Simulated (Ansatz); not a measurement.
# How much does V in Ta(100), 2x2 scatter?, part 3 of 3

How strong a scatterer is V in Ta(100), 2x2, and does relaxation matter?

Ansatz 0.2.0; Ansatz plane-wave DFT, PBE, PAW files, collinear spin; ballistic transport by layer matching (Landauer), zero bias; PAW set soft_1 (the session's first sound run).

So far, resistivity per at.% scaled from this dense plane, with the factor 3/4 for isotropic scattering (µΩ cm): step 3 (resistance at ideal sites) 0.106.

**5. Transmission after relaxation, relaxed yes**

The transmission is solved again on the relaxed atoms.

This step: Ansatz plane-wave DFT, PBE, PAW files, collinear spin; ballistic transport by layer matching (Landauer), zero bias; PAW set soft_1 (Ansatz 0.2.0).

Input file input.yaml:

```yaml
crystal:
  lattice:
    - [6.60512, 0.0, 0.0]
    - [0.0, 6.60512, 0.0]
    - [0.0, 0.0, 29.72304]
  atoms:
    - { symbol: Ta, position: [0.0, 0.0, 0.0277777778] }
    - { symbol: Ta, position: [0.0, 0.5, 0.0277777778] }
    - { symbol: Ta, position: [0.5, 0.0, 0.0277777778] }
    - { symbol: Ta, position: [0.5, 0.5, 0.0277777778] }
    - { symbol: Ta, position: [0.25, 0.25, 0.0833333333] }
    - { symbol: Ta, position: [0.25, 0.75, 0.0833333333] }
    - { symbol: Ta, position: [0.75, 0.25, 0.0833333333] }
    - { symbol: Ta, position: [0.75, 0.75, 0.0833333333] }
    - { symbol: Ta, position: [0.0, 0.0, 0.1388888889] }
    - { symbol: Ta, position: [0.0, 0.5, 0.1388888889] }
    - { symbol: Ta, position: [0.5, 0.0, 0.1388888889] }
    - { symbol: Ta, position: [0.5, 0.5, 0.1388888889] }
    - { symbol: Ta, position: [0.25, 0.25, 0.1944444444] }
    - { symbol: Ta, position: [0.25, 0.75, 0.1944444444] }
    - { symbol: Ta, position: [0.75, 0.25, 0.1944444444] }
    - { symbol: Ta, position: [0.75, 0.75, 0.1944444444] }
    - { symbol: Ta, position: [0.0, 0.0, 0.25] }
    - { symbol: Ta, position: [0.0, 0.5, 0.25] }
    - { symbol: Ta, position: [0.5, 0.0, 0.25] }
    - { symbol: Ta, position: [0.5, 0.5, 0.25] }
    - { symbol: Ta, position: [0.25, 0.25, 0.3058864799] }
    - { symbol: Ta, position: [0.25, 0.75, 0.3059611305] }
    - { symbol: Ta, position: [0.75, 0.25, 0.3059611305] }
    - { symbol: Ta, position: [0.75, 0.75, 0.3059542096] }
    - { symbol: Ta, position: [-0.0002455558, -0.0002455558, 0.361794608] }
    - { symbol: Ta, position: [-0.0002455558, 0.5002455558, 0.361794608] }
    - { symbol: Ta, position: [0.5002455558, -0.0002455558, 0.361794608] }
    - { symbol: Ta, position: [0.5002455558, 0.5002455558, 0.361794608] }
    - { symbol: Ta, position: [0.25, 0.25, 0.4172404443] }
    - { symbol: Ta, position: [0.25, 0.75, 0.4174518655] }
    - { symbol: Ta, position: [0.75, 0.25, 0.4174518655] }
    - { symbol: Ta, position: [0.75, 0.75, 0.4179802295] }
    - { symbol: Ta, position: [0.0035276826, 0.0035276826, 0.4735041536] }
    - { symbol: Ta, position: [0.0035276826, 0.4964723174, 0.4735041536] }
    - { symbol: Ta, position: [0.4964723174, 0.0035276826, 0.4735041536] }
    - { symbol: Ta, position: [0.4964723174, 0.4964723174, 0.4735041536] }
    - { symbol: V, position: [0.25, 0.25, 0.5279232868], spin: 1.0 }
    - { symbol: Ta, position: [0.25, 0.75, 0.5279263957] }
    - { symbol: Ta, position: [0.75, 0.25, 0.5279263957] }
    - { symbol: Ta, position: [0.75, 0.75, 0.5279320409] }
    - { symbol: Ta, position: [0.0035415724, 0.0035415724, 0.5823653553] }
    - { symbol: Ta, position: [0.0035415724, 0.4964584276, 0.5823653553] }
    - { symbol: Ta, position: [0.4964584276, 0.0035415724, 0.5823653553] }
    - { symbol: Ta, position: [0.4964584276, 0.4964584276, 0.5823653553] }
    - { symbol: Ta, position: [0.25, 0.25, 0.6386367108] }
    - { symbol: Ta, position: [0.25, 0.75, 0.6384071428] }
    - { symbol: Ta, position: [0.75, 0.25, 0.6384071428] }
    - { symbol: Ta, position: [0.75, 0.75, 0.6378642026] }
    - { symbol: Ta, position: [-0.0003137712, -0.0003137712, 0.6940607954] }
    - { symbol: Ta, position: [-0.0003137712, 0.5003137712, 0.6940607954] }
    - { symbol: Ta, position: [0.5003137712, -0.0003137712, 0.6940607954] }
    - { symbol: Ta, position: [0.5003137712, 0.5003137712, 0.6940607954] }
    - { symbol: Ta, position: [0.25, 0.25, 0.75] }
    - { symbol: Ta, position: [0.25, 0.75, 0.75] }
    - { symbol: Ta, position: [0.75, 0.25, 0.75] }
    - { symbol: Ta, position: [0.75, 0.75, 0.75] }
    - { symbol: Ta, position: [0.0, 0.0, 0.8055555556] }
    - { symbol: Ta, position: [0.0, 0.5, 0.8055555556] }
    - { symbol: Ta, position: [0.5, 0.0, 0.8055555556] }
    - { symbol: Ta, position: [0.5, 0.5, 0.8055555556] }
    - { symbol: Ta, position: [0.25, 0.25, 0.8611111111] }
    - { symbol: Ta, position: [0.25, 0.75, 0.8611111111] }
    - { symbol: Ta, position: [0.75, 0.25, 0.8611111111] }
    - { symbol: Ta, position: [0.75, 0.75, 0.8611111111] }
    - { symbol: Ta, position: [0.0, 0.0, 0.9166666667] }
    - { symbol: Ta, position: [0.0, 0.5, 0.9166666667] }
    - { symbol: Ta, position: [0.5, 0.0, 0.9166666667] }
    - { symbol: Ta, position: [0.5, 0.5, 0.9166666667] }
    - { symbol: Ta, position: [0.25, 0.25, 0.9722222222] }
    - { symbol: Ta, position: [0.25, 0.75, 0.9722222222] }
    - { symbol: Ta, position: [0.75, 0.25, 0.9722222222] }
    - { symbol: Ta, position: [0.75, 0.75, 0.9722222222] }
magnetization:
  spin_polarized: true
kpoints:
  mp_grid: { grid: [4, 4, 1] }
hamiltonian:
  xc: pbe
  pseudopotentials: { kind: paw, azcp: { folder: soft_1 } }
scf:
  occupations: { method: fermi_dirac, width: 0.1 }
output:
  transmission: { leads: [[0, 4]], kmesh: [8, 8], e_range: [-0.05, 0.05], de: 0.05 }
  write_potential: true
  write_density: true
  volumetric_format: npy
```

Run with:

```console
ansatz run input.yaml --threads 8 --pin off --max-ram 15360MiB --backend cpu --events-out ev --progress --plain --runs-dir out
```

Numbers of over 12 decimals in the logs are rounded to 6 here.

The log of the run:

```text
[...]
Crystal: 72 atoms, lattice volume = 1296.745 Å³
Basis set: ecut = 420 eV, 25307 PW (Γ)
Bands: 563, of which v1, the nominal top of the filled ones, is band 468 counted from 1 (467 counted from 0)
Symmetry: 8 space group operations
[...]
k-points: 6 of 16
[...]
Starting moments: Σ|m| = 1 μB on 1 of 72 sites
[...]
SCF iter  15: F=-708173.139181 eV  HF=-708173.139181 eV  |F-HF|=7.82e-8  |Δ(HF+E_count)|=   2.56e-9  Δρ=6.18e-7 (↑6.18e-7 ↓6.15e-7)  dr2=8.03e-8  dr2_m=5.46e-11  M=0.000 μB ∫|m|=0.000 μB  ethr=1.87e-12  ⟨swp⟩=10.6  Hψ=22646  notcnv=0
SCF 1 converged in 15 iterations: F = -708173.139181 eV  dr2 = 8.03e-8
[...]
transmission: 162 of 1620 steps passed
transmission: 324 of 1620 steps passed
[...]
transmission: 1620 of 1620 steps passed
SCF converged after 15 iterations
Magnetization: 0.0001 μB (468.0000 up, 468.0000 down)
Absolute magnetization: 0.0001 μB (∫|ρ↑−ρ↓|, with the PAW one-centre terms)
[...]
Per-site moments (μB) at R_I (Å): [(2.423263200859394e-7, 1.179792), (2.4232631996132836e-7, 1.179792), (2.423263199680754e-7, 1.179792), (2.4232632011271316e-7, 1.179792), (2.2287215033871042e-7, 1.179792), (2.6749787305001946e-7, 1.179792), (2.6749787292285546e-7, 1.179792), (2.625870123194055e-7, 1.179792), (2.612836494920014e-7, 1.179792), (2.6128364937708755e-7, 1.179792), (2.612836494018847e-7, 1.179792), (2.61 [...]
Free energy (F): -708173.139181 eV
[...]
Internal energy: -708169.997476 eV  (E = F + TS)
E sigma→0 (E₀):  -708171.568329 eV
Entropy (-TS):   -3.141705 eV (-43.635 meV/atom)
Fermi energy:    18.427327 eV
[...]
--- Band table (eV; the first three rows and the last of 12) ---
  k-point 0 ↑: bands = [... 464 lower, 19.0502, 19.0991, 19.0991, 19.1002, 19.1002, 19.1063, 19.1063, 19.1095, ... 91 higher]
  k-point 1 ↑: bands = [... 464 lower, 18.7053, 18.7074, 18.7537, 18.7563, 18.7628, 18.7827, 18.8536, 18.8544, ... 91 higher]
  k-point 2 ↑: bands = [... 464 lower, 18.2224, 18.2297, 18.3729, 18.3776, 18.3815, 18.3944, 18.5081, 18.5288, ... 91 higher]
  k-point 5 ↓: bands = [... 464 lower, 17.7363, 17.7780, 17.7922, 17.7922, 17.8495, 17.8881, 17.8907, 17.9025, ... 91 higher]
--- Transmission ---
  basis      : 377 plane waves across, 54 finite elements along
  points     : 15, standing for a mesh of 8 x 8
[...]
channels       : 1.048438e1 up, 1.048438e1 down
[...]
junction   : crystal 0 to crystal 0, 0.95 to 29.02 Å
    transmission   : 9.972604e0 up, 9.972602e0 down
[...]
```

Run time: 15 min. Hardware: 8 threads of Arm Neoverse V2, shared host; peak memory 9.1 GiB; 1.7 h of CPU time.

This step gave:

```yaml
free_energy: -708173.1392 eV
energy_at_zero_smearing: -708171.5683 eV
transmission_spin_up: 9.973
transmission_spin_down: 9.973
step_of_the_lead_s_potential: 1 meV
```

Per spin. Table of transmission, zone mean, T up = T down by energy, zero at the Fermi level:

```
energy (eV)  transmission, zone mean, T up = T down
    -0.0500                                    9.96
     0.0000                                    9.97
     0.0500                                    9.43
```

Nearest the Fermi level spin up passes 9.97 of 10.5 channels of the lower lead and spin down 9.97 of 10.5.

**6. Resistance after relaxation**

This step: Ansatz plane-wave DFT, PBE, PAW files, collinear spin; ballistic transport by layer matching (Landauer), zero bias; area resistance of the defect plane and resistivity an atomic per cent; PAW set soft_1 (Ansatz 0.2.0).

This step gave:

```
area resistance                                                                                 : 0.02396 fΩ m²
T over the leads' mean channel count                                                            : 0.9583
spin asymmetry γ                                                                                : 4.09e-6 (R down - R up) / (R down + R up)
resistivity per at.% scaled from this dense plane, with the factor 3/4 for isotropic scattering : 0.4353 µΩ cm
```

Averaged over the energies near the Fermi level, 95.8 % of the channels pass, which makes 0.0240 fΩ m², against 0.00582 on ideal sites.

**7. Summary of results**

```json
{
 "share of channels that pass, rigid": "0.990",
 "area resistance, rigid": "0.00582 fΩ m²",
 "resistivity per at.% from the area resistance, times 3/4, rigid": "0.106 µΩ cm",
 "share of channels that pass, relaxed": "0.958",
 "area resistance, relaxed": "0.0240 fΩ m²",
 "resistivity per at.% from the area resistance, times 3/4, relaxed": "0.435 µΩ cm"
}
```

In words: The plane of defects adds 0.024 fΩ m². Scaled to one atomic per cent that is 0.58 µΩ cm as it stands and 0.44 with the factor 3/4 for isotropic scattering on a spherical Fermi surface. These are rough estimates of the dilute value, not bounds. One V in each 2x2 cell reflects 4.2 % of the lead's channels. The relaxed cell differs by 312 % in resistance; between the two runs the lead's own channel count goes from 20.4 to 20.4, so the change comes from the moved atoms. The run was started with a moment but lost it, so both spins scatter alike. The defects form a dense periodic sheet that scatters coherently, unlike a dilute random alloy. T and N are means over the solved energies nearest the Fermi level. Spin-orbit coupling is left out, which matters for Ta. One magnetic start was tried, and the two spins conduct in parallel without mixing.

[Logs are printed without paths, hosts, clocks, repeated set-up lines and the standing remarks that a program may print on its own settings, such as how far it seeks lower states.]

[Hosts, paths, dates, database ids (printed as entryN), source tags and the programs' standing remarks are cut or masked in the printed files.]
